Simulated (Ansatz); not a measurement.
Zr

```
Zr
1.0
    -1.81000    1.81000    1.81000
     1.81000   -1.81000    1.81000
     1.81000    1.81000   -1.81000
Zr
1
Direct
  0.00000 0.00000 0.00000
```

The geometry is COD entry 9008559, unchecked; take it as a test cell.

The calculation used Ansatz 0.2.0, DFT, PBEsol, all-electron LAPW, scalar-relativistic.

Sampling and basis: a Γ-centred 14×14×14 k mesh, Fermi–Dirac smearing of 0.08 eV, basis error target 0.5 meV/atom, no spin polarisation.

* Pressure at this cell: -6.67 GPa
* Band gap: none: bands cross the Fermi level, a metal
* Density of states at the Fermi level (0.2 eV bin): 1.80 states/eV per cell
* Volume per atom: 23.72 Å³
